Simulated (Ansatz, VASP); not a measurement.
## One calculation of Ti, two programs

```
CELL_PARAMETERS angstrom
0.00000 2.02926 2.02926
2.02926 0.00000 2.02926
2.02926 2.02926 0.00000
ATOMIC_POSITIONS crystal
Ti 0.00000 0.00000 0.00000
```

Alike in both runs: functional PBEsol; k mesh 13 × 13 × 13; occupations fermi-dirac, width 0.1 eV; no spin polarisation.

Ansatz relaxed the structure, and its values are those at the end. VASP's run is a single point on that final structure, the one shown.

|  | VASP | Ansatz |
| --- | --- | --- |
| version | VASP 6.6.1 | Ansatz 0.2.0 |
| potentials or method | VASP PAW PBE potentials, release 64 (Ti_sv) | plane waves (420 eV) with PAW, scalar-relativistic |
| plane-wave cutoff (eV) | 520 | 420 |
| valence electrons in the cell | 12 | 12 |

|  | VASP | Ansatz | Ansatz less VASP |
| --- | --- | --- | --- |
| pressure (GPa) | -0.3 | 0.0 | +0.28 |

With one functional, cell and mesh, what is left measures potentials, basis and numerics. Ansatz warned: «pseudo_functional_mismatch».

Caveats: the PAW data sets were made with another functional, which shifts forces and pressure a little (VASP).
